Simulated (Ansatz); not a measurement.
**Be2C (Fm-3m): scan of the energy under strain in Python**

The task is a scan of the energy under strain, for Be2C (Fm-3m).

All numbers are computed with Ansatz 0.2.0 through its Python package. Level of theory: DFT PBEsol+D3(BJ), plane waves, PAW.

## 1. The structure

It takes space group Fm-3m (No. 225, cubic). The conventional cell has a = 4.330 Å, b = 4.330 Å, c = 4.330 Å, α = 90.00°, β = 90.00°, γ = 90.00°. Be (site symmetry -43m) is surrounded by 4 C at 1.87 Å. C (site symmetry m-3m) is surrounded by 8 Be at 1.87 Å.

The script holds or builds the structure itself.

## 2. Script

Input file strain_be2c.py:

```python
import logging
import sys

import ansatz
import matplotlib.pyplot as plt
import numpy as np

logging.basicConfig(stream=sys.stdout, format="%(levelname)s %(message)s")
logger = logging.getLogger("be2c")
logger.setLevel(logging.INFO)

VECTORS = np.array([
    [0.0, 2.165, 2.165],
    [2.165, 0.0, 2.165],
    [2.165, 2.165, 0.0],
])
SITES = [
    ("Be", [0.25, 0.25, 0.25]),
    ("Be", [0.75, 0.75, 0.75]),
    ("C", [0.0, 0.0, 0.0]),
]


def make_crystal(cell):
    crystal = ansatz.Crystal(lattice=ansatz.Lattice.of(cell))
    for symbol, position in SITES:
        crystal = crystal.atom(symbol, position)
    return crystal

values = np.linspace(-0.03, 0.03, 7)
energies = []
for d in values:
    strain = np.array([[0, d / 2, 0], [d / 2, 0, 0], [0, 0, 0]])
    cell = VECTORS @ (np.eye(3) + strain)
    job = make_crystal(cell).calculation()
    job = job.pseudopotentials("paw")
    job = job.functional("pbesol", dispersion="d3bj").occupations("gaussian", width=0.05)
    job = job.basis(520)
    job = job.kpoints(7, 7, 7)
    data = job.run(threads=1).report
    energies.append(data["free_energy_ev"] / len(SITES))
    logger.info(f"d = {d:+.4f}  F = {energies[-1]:.5f} eV/atom")
energies = np.array(energies)

for value, e in zip(values, energies):
    logger.info(f"strain {value:7.3f}   E - Emin = {1000 * (e - energies.min()):9.3f} meV/atom")
plt.figure(figsize=(4.5, 3))
plt.plot(values, 1000 * (energies - energies.min()), "o-")
plt.xlabel("strain")
plt.ylabel("meV/atom")
plt.tight_layout()
plt.savefig("strain.png", dpi=100)
curvature = 2 * np.polyfit(values, energies, 3)[1]
volume = abs(np.linalg.det(VECTORS)) / len(SITES)
logger.info(f"d2E/dd2 over the volume: {curvature / volume * 160.21766:.1f} GPa")
```

## 3. The input behind the calls

The engine receives this input (first run):

```yaml
crystal:
  lattice:
    - [-0.032475, 2.165, 2.165]
    - [2.165, -0.032475, 2.165]
    - [2.1325250000000002, 2.1325250000000002, 0.0]
  atoms:
    - { symbol: Be, position: [0.25, 0.25, 0.25] }
    - { symbol: Be, position: [0.75, 0.75, 0.75] }
    - { symbol: C, position: [0.0, 0.0, 0.0] }
basis:
  ecutwfc: 520.0
kpoints:
  mp_grid:
    grid: [7, 7, 7]
hamiltonian:
  xc: pbesol
  dispersion: d3bj
  pseudopotentials:
    kind: paw
scf:
  occupations:
    method: gaussian
    width: 0.05
```

## 4. The run

Started as:

```sh
$ python strain_be2c.py
```

**Question.** How much energy does this shear strain cost, and what curvature follows?

The runs gave:

```
                  quantity          value
curvature under the strain      201.7 GPa
             runs compared              7
           range of energy  3.83 meV/atom
      lowest point, strain          0.000
```

What this shows: Against the unstrained cell the energy per atom changes by +3.83 meV at one end of the scan and +3.83 meV at the other, and its second derivative over the volume is 201.7 GPa. The curvature belongs to this strain pattern and to the cell's stress; it equals a single elastic constant only for simple patterns. The ions keep their fractional positions (clamped ions).
